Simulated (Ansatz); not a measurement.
Input and command of a calculation in Ansatz (plane waves; scalar-relativistic PAW potentials unless the input names others):

```yaml
crystal:
  lattice:
    - [3.4833058967, 0.0, 0.0]
    - [0.0, 3.4833058967, 0.0]
    - [0.0, 0.0, 4.9597025709]
  atoms:
    - { symbol: Hf, position: [0.5, 0.5, 0.5] }
    - { symbol: Hf, position: [0.0, 0.0, 0.0] }
    - { symbol: O, position: [0.0, 0.5, 0.7220874895] }
    - { symbol: O, position: [0.5, 0.0, 0.7779125105] }
    - { symbol: O, position: [0.5, 0.0, 0.2779125105] }
    - { symbol: O, position: [0.0, 0.5, 0.2220874895] }
basis:
  ecutwfc: "350 eV"
kpoints:
  mp_grid: { grid: [6, 6, 4] }
hamiltonian:
  xc: pbe
  hubbard: { sites: [{ species: Hf, l: d, u_eff: 3.0 }], double_counting: fll }
scf:
  occupations: { method: gaussian, width: 0.02 }
output:
  forces: true
  eigenvalues: true
  stress: true
```

```bash
ansatz run input.yaml --threads 1 --pin off --max-ram 2560MiB --backend cpu --events-out ev --progress --plain --runs-dir out
```

Abridged log:
```
Warning: basis.ecutwfc = 350 eV is below the records' recommended 420 eV, and the density's cutoff is lower with it unless basis.ecutrho_ratio is high enough to keep the records' density cutoff: compare with a run at a higher cutoff
Basis set: ecut = 350 eV, 911 PW (Γ), exchange–correlation on 48×48×64 points (8 copies of the dense FFT grid, shifted against one another)
Bands: 46, of which v1, the nominal top of the filled ones, is band 38 counted from 1 (37 counted from 0)
Symmetry: 16 space group operations
k-points: 30 of 144
SCF iter   1: F=—  HF=-33717.787400 eV  |F-HF|=—  |Δ(HF+E_count)|=         —  Δρ=8.24e-2  dr2=3.13e0  ethr=3.10e-3  ⟨swp⟩=5.7  Hψ=4167  notcnv=0
SCF iter   2: F=—  HF=-33717.191772 eV  |F-HF|=—  |Δ(HF+E_count)|=   5.96e-1  Δρ=4.55e-2  dr2=1.02e0  ethr=3.10e-3  ⟨swp⟩=3.0  Hψ=2851  notcnv=0  defer=109
SCF iter   3: F=—  HF=-33717.021447 eV  |F-HF|=—  |Δ(HF+E_count)|=   1.70e-1  Δρ=1.31e-2  dr2=1.22e-1  ethr=1.34e-3  ⟨swp⟩=2.0  Hψ=2183  notcnv=0  defer=109
SCF iter   4: F=—  HF=-33716.957686 eV  |F-HF|=—  |Δ(HF+E_count)|=   6.38e-2  Δρ=6.70e-3  dr2=2.52e-2  ethr=1.61e-4  ⟨swp⟩=2.2  Hψ=2550  notcnv=0  defer=109
SCF iter   5: F=—  HF=-33716.968893 eV  |F-HF|=—  |Δ(HF+E_count)|=   1.12e-2  Δρ=3.78e-3  dr2=5.97e-3  ethr=3.31e-5  ⟨swp⟩=2.0  Hψ=2295  notcnv=0  defer=109
SCF iter   6: F=—  HF=-33716.969329 eV  |F-HF|=—  |Δ(HF+E_count)|=   4.36e-4  Δρ=7.39e-4  dr2=2.85e-4  ethr=7.85e-6  ⟨swp⟩=2.0  Hψ=2291  notcnv=0  defer=109
SCF iter   7: F=—  HF=-33716.969991 eV  |F-HF|=—  |Δ(HF+E_count)|=   6.62e-4  Δρ=3.11e-4  dr2=3.92e-5  ethr=3.75e-7  ⟨swp⟩=2.0  Hψ=2457  notcnv=0  defer=109
SCF iter   8: F=—  HF=-33716.970046 eV  |F-HF|=—  |Δ(HF+E_count)|=   5.46e-5  Δρ=4.04e-5  dr2=5.70e-7  ethr=5.15e-8  ⟨swp⟩=2.0  Hψ=2463  notcnv=0  defer=109
SCF iter   9: F=-33716.970048 eV  HF=-33716.970048 eV  |F-HF|=7.36e-8  |Δ(HF+E_count)|=   1.85e-6  Δρ=6.50e-6  dr2=1.24e-8  ethr=1.32e-10  ⟨swp⟩=10.7  Hψ=6511  notcnv=0
SCF 1 converged in 9 iterations: F = -33716.970048 eV  dr2 = 1.24e-8
SCF converged after 9 iterations
Free energy (F): -33716.970048 eV
Harris-Foulkes:  -33716.970048 eV  (|F-HF|=7.36e-8)
Internal energy: -33716.970048 eV  (E = F + TS)
E sigma→0 (E₀):  -33716.970048 eV
Fermi energy:    20.055712 eV
--- Forces (eV/Å), atoms counted from 1 ---
  atom   1  Hf     0.00000000     0.00000000     0.00000000
  atom   2  Hf     0.00000000     0.00000000     0.00000000
  atom   3  O      0.00000000     0.00000000     0.17855158
  atom   4  O      0.00000000     0.00000000    -0.17855158
  atom   5  O      0.00000000     0.00000000    -0.17855158
  atom   6  O      0.00000000     0.00000000     0.17855158
--- Stress (GPa, compression-positive) ---
       35.618115       0.000000       0.000000
        0.000000      35.618115       0.000000
        0.000000       0.000000      35.099962
  P = ⅓ Tr σ = 35.4454 GPa (354.454 kbar)
Occupation matrices written to <dir>
```

Apart from outputs, empty bands and the relaxation, which only the reference makes, the input differs from a reference run on usual settings in basis.ecutwfc: 420 → "350 eV"; hamiltonian.hubbard: not typed → {"sites": [{"species": "Hf", "l": "d", "u_eff": 3.0}], "double_counting": "fll"}. The reference, at the same geometry, ended its own course with pressure 31.10 GPa, largest force 0.000 eV/Å, gap on the mesh 4.47 eV. This run converged in 9 SCF iterations with an energy at zero smearing 896 meV/atom above the reference's (the Hamiltonian itself differs), pressure 35.45 GPa, largest force 0.179 eV/Å, gap on the mesh 4.95 eV. Its cutoff is looser than usual. The Hamiltonian differs as well, so the change in the result can't be put down to that alone.

The run took 8 s on 1 thread of Intel(R) Xeon(R) Platinum 8375C CPU @ 2.90GHz (Ice Lake), with other jobs on the host, peak memory 0.43 GiB.